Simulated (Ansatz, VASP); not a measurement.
# Two plane-wave programs on C

File INCAR:

```
SYSTEM = C
PREC     = Accurate       ! precision mode
ENCUT    = 520            ! plane-wave cutoff, eV
EDIFF    = 1E-6           ! SCF threshold, eV
ISMEAR   = 0              ! smearing method
SIGMA    = 0.05           ! smearing width, eV
LREAL    = .FALSE.        ! projectors in reciprocal space
LASPH    = .TRUE.         ! aspherical terms in the spheres
NELM     = 60             ! most SCF steps
ALGO     = Normal         ! electronic algorithm
ISIF     = 2              ! what is computed and relaxed
LWAVE    = .FALSE.        ! write WAVECAR
LCHARG   = .FALSE.        ! write CHGCAR
GGA      = CA             ! functional
NBANDS   = 11             ! bands
```

File KPOINTS:

```
regular mesh
0
G
  12 12 12
  0 0 0
```

Contents of POSCAR:

```
C
1.0
    0.0000000000      1.8500607649      1.7629229029
    1.8500607649      0.0000000000      1.7629229029
    1.8500607649      1.8500607649      0.0000000000
C
2
Direct
    0.5000000000      0.5000000000      0.5000000000
    0.7500000000      0.7500000000      0.7500000000
```

Input for Ansatz:

```yaml
crystal:
  lattice:
    - [0.0, 1.8500607649, 1.7629229029]
    - [1.8500607649, 0.0, 1.7629229029]
    - [1.8500607649, 1.8500607649, 0.0]
  atoms:
    - { symbol: C, position: [0.5, 0.5, 0.5] }
    - { symbol: C, position: [0.75, 0.75, 0.75] }
basis:
  ecutwfc: 520.0
kpoints:
  mp_grid: { grid: [12, 12, 12] }
hamiltonian:
  xc: lda
  pseudopotentials: { kind: paw, azcp: { folder: soft_1 } }
scf:
  occupations: { method: gaussian, width: 0.05 }
output:
  forces: true
  stress: true
  eigenvalues: true
```

Alike in both runs: task single point; functional LDA; k mesh 12 × 12 × 12; occupations gaussian, width 0.05 eV; no spin polarisation.

```csv
,VASP,Ansatz
version,VASP 6.6.1,Ansatz 0.2.0
potentials or method,"VASP PAW LDA potentials, release 64 (C)","scalar-relativistic, plane waves, PAW"
plane-wave cutoff (eV),520,520
valence electrons in the cell,8,8
```

|  | VASP | Ansatz | Ansatz less VASP |
| --- | --- | --- | --- |
| gap on the k mesh at the Fermi level (eV) | 2.83 | 2.84 | +0.007 |
| least direct gap on the mesh (eV) | 4.57 | 4.57 | -0.001 |

Ansatz warned: «pseudo_functional_mismatch».
